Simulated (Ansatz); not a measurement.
## What a trial cell of ZnCu relaxes into

Computed with DFT PBE, scalar-relativistic, plane waves, PAW in Ansatz 0.2.0. Cutoff 420 eV, Γ-centred k mesh, Gaussian smearing, no spin polarisation in the final step.

The start is a random cell of ZnCu with space group Pmmn (No. 59), drawn with lower limits on the distances.

```
CELL_PARAMETERS angstrom
4.57430 0.00000 0.00000
0.00000 5.97444 0.00000
0.00000 0.00000 4.24623
ATOMIC_POSITIONS crystal
Zn 0.50000 0.34037 0.15963
Zn 0.50000 0.65963 0.15963
Zn 0.00000 0.15963 0.84037
Zn 0.00000 0.84037 0.84037
Cu 0.00000 0.25000 0.25000
Cu 0.00000 0.75000 0.25000
Cu 0.50000 0.25000 0.75000
Cu 0.50000 0.75000 0.75000
```

Cell and atoms relax at zero pressure; the relaxation can't lower the symmetry of the start. After a coarse first stage the cell is made exact in the group found at 0.06 Å.

The zero of energy is the elements' standard structures at the same level; no fitted shifts are applied.

(1) Describe the relaxed structure.

(2) What are its volume, energy, density and gap?

Results:

(1) It ends in Pmma (No. 51). Conventional cell: a = 4.419 Å, b = 2.601 Å, c = 5.063 Å. Zn has 4 Cu at 2.49–2.57 Å and 4 Zn at 2.59–2.60 Å; Cu is coordinated by 4 Zn at 2.49–2.57 Å and 4 Cu at 2.55–2.60 Å.

```cif
data_structure
_symmetry_space_group_name_H-M 'Pmma'
_symmetry_Int_Tables_number 51
_cell_length_a 4.4190
_cell_length_b 2.6005
_cell_length_c 5.0628
_cell_angle_alpha 90.000
_cell_angle_beta 90.000
_cell_angle_gamma 90.000
_cell_volume 58.18
loop_
_atom_site_label
_atom_site_type_symbol
_atom_site_symmetry_multiplicity
_atom_site_Wyckoff_symbol
_atom_site_fract_x
_atom_site_fract_y
_atom_site_fract_z
_atom_site_occupancy
Zn1 Zn 2 f 0.25000 0.50000 0.13382 1
Cu1 Cu 2 f 0.75000 0.50000 0.37362 1
```

(2) The volume per atom is 14.54 Å³ and the density is 7.36 g/cm³. The energy over the elements is 0.15 eV/atom. The gap on the 10×18×10 mesh is 0 eV (a metal).

The final run used a 10×18×10 mesh on its 4-atom cell and 0.10 eV smearing. The k mesh leaves about 4 meV/atom of noise in metals. Symmetry constrained the relaxation, so the result can be a saddle point. The steps took roughly 13 core-minutes in all.